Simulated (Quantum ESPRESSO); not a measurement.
# In: equation of state with PBE

In:

```
CELL_PARAMETERS angstrom
-1.62547 1.62547 2.47370
1.62547 -1.62547 2.47370
1.62547 1.62547 -2.47370
ATOMIC_POSITIONS crystal
In 0.00000 0.00000 0.00000
```

* Program: Quantum ESPRESSO 7.5
* Task: equation of state
* Functional: PBE
* Potentials or basis: SSSP 1.3 efficiency PBE
* Cutoff: 748 eV
* Density cutoff: 5987 eV
* k mesh: 11 × 11 × 11
* Occupations: fermi-dirac, width 0.05 eV
* Spin: no spin polarisation

```json
{
  "Equilibrium volume": "27.52 Å³/atom",
  "Bulk modulus at fixed shape and positions": "35 GPa",
  "Pressure derivative of the bulk modulus": "5.3"
}
```

Energy against volume, from the lowest point:
| volume (Å³/atom) | energy (meV/atom) |
| --- | --- |
| 24.575 | 43.07 |
| 25.098 | 27.81 |
| 25.621 | 16.31 |
| 26.144 | 8.13 |
| 26.666 | 2.90 |
| 27.189 | 0.29 |
| 27.712 | 0.00 |

All runs of the series together: 2.4 min on 1 thread of Intel(R) Xeon(R) 6975P-C (Granite Rapids), with other jobs on the host.

Caveat: the cell was scaled at fixed shape and fractional positions, which overstates the stiffness of a crystal with free parameters, most of all of layers and chains.
